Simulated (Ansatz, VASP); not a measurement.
InP in VASP and in Ansatz

The input INCAR:

```
ALGO = Normal
EDIFF = 1E-8
ENCUT = 520
GGA = PS
ISIF = 2
ISMEAR = -1
LASPH = True
LCHARG = False
LEFG = True
LREAL = False
LWAVE = False
NBANDS = 16
NELM = 80
PREC = Accurate
SIGMA = 0.03
```

File KPOINTS:

```
k-points
0
Gamma
  11 11 11
```

Contents of POSCAR:

```
InP
1.0
    0.0000000000      2.7967183404      2.7967183404
    2.7967183404      0.0000000000      2.7967183404
    2.7967183404      2.7967183404      0.0000000000
In P
1 1
Direct
    0.0000000000      0.0000000000      0.0000000000
    0.5000000000      0.5000000000      0.5000000000
```

Input for Ansatz:

```yaml
crystal:
  lattice:
    - [0.0, 2.7967183404, 2.7967183404]
    - [2.7967183404, 0.0, 2.7967183404]
    - [2.7967183404, 2.7967183404, 0.0]
  atoms:
    - { symbol: In, position: [0.0, 0.0, 0.0] }
    - { symbol: P, position: [0.5, 0.5, 0.5] }
kpoints:
  mp_grid: { grid: [11, 11, 11] }
scf:
  occupations: { method: fermi_dirac, width: 0.03 }
hamiltonian:
  xc: pbesol
  pseudopotentials: { kind: paw }
output:
  forces: true
  stress: true
  eigenvalues: true
  efg: { contact_densities: true }
  write_density: true
  write_potential: true
  elf: true
  volumetric_format: npy
```

Change from the starting cell: volume scaled by 0.94, PAW files.

Alike in both runs: task electric field gradients; functional PBEsol; k mesh 11 × 11 × 11; occupations fermi-dirac, width 0.03 eV; no spin polarisation.

```csv
,VASP,Ansatz
version,VASP 6.6.1,Ansatz 0.2.0
potentials or method,"VASP PAW PBE potentials, release 64 (In_d, P)","PAW with Ansatz's default frozen-core files, scalar-relativistic"
plane-wave cutoff (eV),520,420
valence electrons in the cell,18,18
```

```csv
,VASP,Ansatz,Ansatz less VASP
pressure (GPa),-5.2,-5.2,-0.03
Vzz of the field gradient on the site that differs most (V/Å²),0.0,0.0,0.00
```

Ansatz warned: «gradients_without_spin_orbit».

Caveats: the PAW data sets were made with another functional, which shifts forces and pressure a little (VASP).
